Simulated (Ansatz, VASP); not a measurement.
# One calculation of Hg, two programs

Contents of INCAR:

```
ALGO = Normal ; EDIFF = 1E-6
EDIFFG = -0.01 ; ENCUT = 600
GGA = PE ; IBRION = 2
ISIF = 4 ; ISMEAR = 0
IVDW = 12 ; LASPH = T
LCHARG = F ; LREAL = F
LWAVE = F ; NELM = 100
NSW = 50 ; PREC = Accurate
SIGMA = 0.1
```

KPOINTS

```
k-points
0
Gamma
  9 9 14
```

File POSCAR:

```
Hg
1.0
    5.3788795333      0.0000000000      0.0000000000
   -2.6894397666      4.6582463197      0.0000000000
    0.0000000000      0.0000000000      3.1699860249
Hg
3
Direct
    0.3333333333      0.6666666667      0.5000000000
    0.0000000000      0.0000000000      0.0000000000
    0.6666666667      0.3333333333      0.5000000000
```

Input for Ansatz:

```yaml
crystal:
  lattice:
    - [5.3788795333, 0.0, 0.0]
    - [-2.6894397666, 4.6582463197, 0.0]
    - [0.0, 0.0, 3.1699860249]
  atoms:
    - { symbol: Hg, position: [0.3333333333, 0.6666666667, 0.5] }
    - { symbol: Hg, position: [0.0, 0.0, 0.0] }
    - { symbol: Hg, position: [0.6666666667, 0.3333333333, 0.5] }
basis:
  ecutwfc: 420
kpoints:
  mp_grid: { grid: [9, 9, 14] }
hamiltonian:
  xc: pbe
  dispersion: d3bj
scf:
  occupations: { method: gaussian, width: 0.1 }
output:
  forces: true
  stress: true
  eigenvalues: true
  write_density: true
  write_potential: true
  elf: true
  volumetric_format: npy
relax:
  adjacent_minimum: "off"
  f_tol: 0.01
  max_steps: 30
  cell: { stress_tol: 0.1, fix: [volume] }
```

Alike in both runs: task relaxation of shape and atoms at fixed volume; functional PBE; dispersion D3(BJ); k mesh 9 × 9 × 14; occupations gaussian, width 0.1 eV; no spin polarisation.

|  | VASP | Ansatz |
| --- | --- | --- |
| version | VASP 6.6.1 | Ansatz 0.2.0 |
| potentials or method | VASP PAW PBE potentials, release 64 (Hg) | scalar-relativistic, plane waves, PAW |
| plane-wave cutoff (eV) | 600 | 420 |
| valence electrons in the cell | 36 | 60 |

```csv
,VASP,Ansatz,Ansatz less VASP
"gap on the k mesh at the Fermi level, each at its own relaxed structure (eV)",none,none,-
relaxed volume (Å³/atom),26.48,26.48,0.000
relaxed cell length with the largest relative difference (Å),3.170,3.170,0.0000
```

A gap of «none» marks a metal or a gap that the smearing closes. The two sets of potentials don't hold the same shells in valence.

Caveats: the relaxation stopped at its first step, so nothing moved; pairwise dispersion overbinds metals, which lowers pressure and volume. Spin-orbit coupling is left out, which matters for the levels of Hg.
